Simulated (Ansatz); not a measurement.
# SiC: the cost of one run

Program: Ansatz 0.2.0. Level of theory: DFT PBEsol, scalar-relativistic, plane waves, PAW. These are calculated values, not measurements.

2 further runs of the same task are left out: 2 set aside as unsound or not needed.

**1. The system as given**

The structure is cubic, space group F-43m (No. 216). The conventional cell has a = 4.357 Å, b = 4.357 Å, c = 4.357 Å, α = 90.00°, β = 90.00°, γ = 90.00°. Si (site symmetry -43m) is surrounded by 4 C at 1.89 Å. C (site symmetry -43m) has 4 Si at 1.89 Å as nearest neighbours.

Coordinates:

```cif
data_structure
_symmetry_space_group_name_H-M 'F-43m'
_symmetry_Int_Tables_number 216
_cell_length_a 4.3568
_cell_length_b 4.3568
_cell_length_c 4.3568
_cell_angle_alpha 90.000
_cell_angle_beta 90.000
_cell_angle_gamma 90.000
_cell_volume 82.70
loop_
_atom_site_label
_atom_site_type_symbol
_atom_site_symmetry_multiplicity
_atom_site_Wyckoff_symbol
_atom_site_fract_x
_atom_site_fract_y
_atom_site_fract_z
_atom_site_occupancy
Si1 Si 4 a 0.00000 0.00000 0.00000 1
C1 C 4 d 0.25000 0.25000 0.75000 1
```

It is the result of an earlier relaxation at this level (volume 10.34 Å³/atom; gap on the mesh: 1.24 eV).

**2. The bulk in the plane's own cell**

The same crystal, re-cut so that c stands normal to the (211) plane; its mesh matches that of the cells to come, so errors of the mesh cancel.

File input.yaml:

```yaml
crystal:
  lattice:
    - [3.0807515556, 0.0, 0.0]
    - [0.0, 7.5462693354, 0.0]
    - [0.0, 0.0, 5.3360182198]
  atoms:
    - { symbol: Si, position: [0.0, 0.0, 0.0] }
    - { symbol: Si, position: [0.0, 0.3333333333, 0.6666666667] }
    - { symbol: C, position: [0.5, 0.75, 0.5] }
    - { symbol: Si, position: [1.0, 0.6666666667, 0.3333333333] }
    - { symbol: C, position: [0.5, 0.0833333333, 0.1666666667] }
    - { symbol: C, position: [0.5, 0.4166666667, 0.8333333333] }
    - { symbol: Si, position: [0.5, 1.0, 0.5] }
    - { symbol: C, position: [1.0, 0.75, 1.0] }
    - { symbol: C, position: [0.0, 0.0833333333, 0.6666666667] }
    - { symbol: Si, position: [0.5, 0.3333333333, 0.1666666667] }
    - { symbol: Si, position: [0.5, 0.6666666667, 0.8333333333] }
    - { symbol: C, position: [1.0, 0.4166666667, 0.3333333333] }
basis:
  ecutwfc: 420
kpoints:
  mp_grid: { grid: [10, 4, 6] }
hamiltonian:
  xc: pbesol
scf:
  occupations: { method: gaussian, width: 0.05 }
output:
  forces: true
  stress: true
  eigenvalues: true
```

Run with:

```sh
ansatz run input.yaml --threads 4 --pin off --max-ram 11264MiB --backend cpu --events-out ev --progress --plain --runs-dir out
```

What time and memory should one allow on 4 threads of AMD EPYC 9R45 (Zen 5), shared host?

About 2.6 s, with a peak of 0.6 GiB.
